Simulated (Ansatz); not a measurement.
Space group P-3m1 (No. 164). a = 4.003 Å, b = 4.003 Å, c = 4.859 Å, α = 90.00°, β = 90.00°, γ = 120.00°
```tsv
atom	site	symmetry	x	y	z
Al	1a	-3m.	0.0000	0.0000	0.0000
Al	2d	3m.	0.3333	0.6667	0.6478
Ni	2d	3m.	0.3333	0.6667	0.1456
```

Equation of state of this Al$_{3}$Ni$_{2}$ structure (not necessarily the ground state), with shape and atoms relaxed at each volume where symmetry leaves them free. It has no gap at any of these volumes. Theory: DFT PBEsol, scalar-relativistic, plane waves, PAW (Ansatz).

Settings: cutoff 420 eV, Γ-centred mesh 12×12×8 on the computed 5-atom cell, Gaussian smearing of 0.10 eV; no spin polarisation.

```
V (Å³/atom) E − E(largest V) (meV/atom) P (GPa)
     11.870                        57.28    23.93
     12.274                         6.56    16.45
     12.679                       -26.69    10.07
     13.083                       -45.06     4.63
     13.488                       -50.73     0.00
     13.893                       -45.57    -3.96
     14.297                       -31.19    -7.33
     14.837                         0.00   -11.05
```

Task: Fit a third-order Birch–Murnaghan equation to E(V).

Result: V0 = 13.49 Å³/atom, B0 = 142 GPa, B0' = 4.3.